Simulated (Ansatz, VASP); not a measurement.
## One calculation of AlRu, two programs

Contents of INCAR:

```
PREC = Accurate
ENCUT = 520
EDIFF = 1E-6
ISMEAR = -1
SIGMA = 0.05
LREAL = False
LASPH = True
NELM = 60
ALGO = Normal
ISIF = 2
LWAVE = False
LCHARG = False
GGA = CA
NBANDS = 25
```

File KPOINTS:

```
Automatic mesh
0
Gamma
  12 9 9
```

File POSCAR:

```
AlRu
1.0
    0.0000000000      0.0000000000      2.9535694198
    2.9535694198     -2.9535694198      0.0000000000
    2.9535694198      2.9535694198      0.0000000000
Ru Al
2 2
Direct
    0.0000000000      0.0000000000      0.0000000000
    0.0000000000      0.5000000000      0.5000000000
    0.5000000000      0.5000000000      0.0000000000
    0.5000000000      0.0000000000      0.5000000000
```

Input for Ansatz:

```yaml
crystal:
  lattice:
    - [0.0, 0.0, 2.9535694198]
    - [2.9535694198, -2.9535694198, 0.0]
    - [2.9535694198, 2.9535694198, 0.0]
  atoms:
    - { symbol: Ru, position: [0.0, 0.0, 0.0] }
    - { symbol: Ru, position: [0.0, 0.5, 0.5] }
    - { symbol: Al, position: [0.5, 0.5, 0.0] }
    - { symbol: Al, position: [0.5, 0.0, 0.5] }
kpoints:
  mp_grid: { grid: [12, 9, 9] }
scf:
  occupations: { method: fermi_dirac, width: 0.05 }
hamiltonian:
  xc: lda
  pseudopotentials: { kind: paw }
output:
  forces: true
  stress: true
  eigenvalues: true
```

Alike in both runs: task single point; functional LDA; k mesh 12 × 9 × 9; occupations fermi-dirac, width 0.05 eV; no spin polarisation.

|  | VASP | Ansatz |
| --- | --- | --- |
| version | VASP 6.6.1 | Ansatz 0.2.0 |
| potentials or method | VASP PAW LDA potentials, release 64 (Ru_pv, Al) | PAW with Ansatz's default frozen-core files, scalar-relativistic |
| plane-wave cutoff (eV) | 520 | 420 |
| valence electrons in the cell | 34 | 38 |

```tsv
	VASP	Ansatz	Ansatz less VASP
pressure (GPa)	0.6	0.0	-0.61
```

The two sets of potentials don't hold the same shells in valence.

Caveats: the real-space grid breaks the cell's symmetry a little (VASP).
